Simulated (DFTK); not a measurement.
TaN:

```
Ta N
1.0
     0.00000    2.21132    2.21132
     2.21132    0.00000    2.21132
     2.21132    2.21132    0.00000
Ta N
1 1
Cartesian
  2.2113 2.2113 2.2113
  0.0000 0.0000 0.0000
```

The cell comes from a database or a generator and needn't be the stable form of this composition.

Base run:

* Program: DFTK 0.8.2
* Functional: PBE
* Potentials or basis: cp2k.nc.sr.pbe.v0_1.largecore.gth (PBE, GTH, large core)
* Cutoff: 2231 eV
* k mesh: 10 × 10 × 10
* Occupations: fermi-dirac, width 0.05 eV
* Spin: no spin polarisation

Its results: band gap on the k mesh none (metal or under the smearing width); pressure 26.5 GPa.

Q: After a change of settings the same cell gave: band gap on the k mesh none (metal or under the smearing width); pressure -7.9 GPa. Which change was it?
A. potentials or basis from cp2k.nc.sr.pbe.v0_1.largecore.gth (PBE, GTH, large core) to SG15 1.2 (PBE); cutoff from 2231 eV to 1225 eV; valence electrons from 10 to 32
B. functional from PBE to PBEsol; potentials or basis from cp2k.nc.sr.pbe.v0_1.largecore.gth (PBE, GTH, large core) to dojo.nc.sr.pbesol.v0_4_1.standard.upf (PBEsol); cutoff from 2231 eV to 1143 eV; valence electrons from 10 to 18
C. potentials or basis from cp2k.nc.sr.pbe.v0_1.largecore.gth (PBE, GTH, large core) to cp2k.nc.sr.pbe.v0_1.semicore.gth (PBE, GTH); valence electrons from 10 to 18
D. potentials or basis from cp2k.nc.sr.pbe.v0_1.largecore.gth (PBE, GTH, large core) to SPMS 1.0 (PBE); cutoff from 2231 eV to 1225 eV; valence electrons from 10 to 18

A: C.

Caveats: GTH potentials come without recommended cutoffs, and this one wasn't checked for convergence; this set keeps more shells in the core, which shifts pressures and gaps (some runs).
